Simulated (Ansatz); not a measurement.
CsCl:
```yaml
crystal:
  lattice:
    - [4.20601, 0.00000, 0.00000]
    - [0.00000, 4.20601, 0.00000]
    - [0.00000, 0.00000, 4.20601]
  atoms:
    - { symbol: Cs, position: [0.00000, 0.00000, 0.00000] }
    - { symbol: Cl, position: [0.50000, 0.50000, 0.50000] }
```

Relaxed with PBE. Special points in fractions of this cell's reciprocal vectors: Γ (0.000, 0.000, 0.000); X (0.000, 0.500, 0.000); M (0.500, 0.500, 0.000); R (0.500, 0.500, 0.500).

Problem. List the band energies nearest the valence-band maximum at these points for PBE with spin–orbit coupling in the plane-wave PAW code Ansatz.

Solution. In eV from the valence-band maximum; about four levels below and three above (degenerate sets whole), none deeper than 8.9 eV; points with the same levels are listed once.

| k | below | above |
|---|---|---|
| Γ | 0.00 0.00 0.00 0.00 | 4.95 4.95 5.39 5.39 5.39 5.39 |
| X | -0.28 -0.28 -0.21 -0.21 | 6.33 6.33 7.27 7.27 |
| M | -0.46 -0.46 -0.09 -0.09 | 5.83 5.83 5.92 5.92 |
| R | -0.98 -0.98 -0.98 -0.98 | 8.18 8.18 8.18 8.18 |

Space group Pm-3m (CsCl type). Symmetry was held in the PBE relaxation.

Potentials: the earlier of the program's two PAW sets.
